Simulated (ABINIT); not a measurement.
GaN: single point with LDA

**Experimental background.**

A printed reference work, textbook reports, for a bulk crystal of GaN at 0 K: band gap 3.299 eV (direct).

GaN:

```
CELL_PARAMETERS angstrom
0.00000 2.25350 2.25350
2.25350 0.00000 2.25350
2.25350 2.25350 0.00000
ATOMIC_POSITIONS crystal
Ga 0.00000 0.00000 0.00000
N 0.25000 0.25000 0.25000
```

The cell is a database's computed one.

```yaml
Program: ABINIT 10.8.3 (patched build)
Task: single point
Functional: LDA
Potentials_or_basis: JTH PAW PBE v2.0
Cutoff: 844 eV
k_mesh: 10 × 10 × 10
Occupations: fermi-dirac, width 0.05 eV
Spin: no spin polarisation
```

- Pressure: -5.8 GPa
- Band gap on the k mesh: 1.74 eV, direct
- Valence electrons inside the program's atomic spheres: Ga 11.20; N 2.56

Levels at points of the mesh, in eV from the valence-band top:
```tsv
k point	band 5	band 6	band 7	band 8	band 9	band 10	band 11	band 12	band 13
(0.00, 0.00, 0.00)	-13.17	-13.17	0.00	0.00	0.00	1.74	10.10	10.10	10.10
(0.50, 0.00, 0.00)	-13.12	-11.81	-7.13	-0.98	-0.98	4.53	8.60	10.19	10.19
(0.50, 0.50, 0.00)	-13.09	-11.34	-6.22	-2.74	-2.74	3.25	6.46	11.51	13.75
```

It took 23 s on 1 thread of Arm Neoverse V2, with other jobs on the host, peak memory 0.1 GiB.

Measured gap of GaN: 3.299 eV (direct; 0 K; a printed reference work, textbook). This calculation gives 1.74 eV (-1.56 eV). Spin-orbit coupling on Ga is left out. The value is that of LDA, without temperature or zero-point motion. Semilocal functionals fall short of measured gaps as a rule. The cell is a database's relaxed one, not the measured one, which moves gaps too.

Caveat: the PAW data sets were made with another functional, which shifts forces and pressure a little.
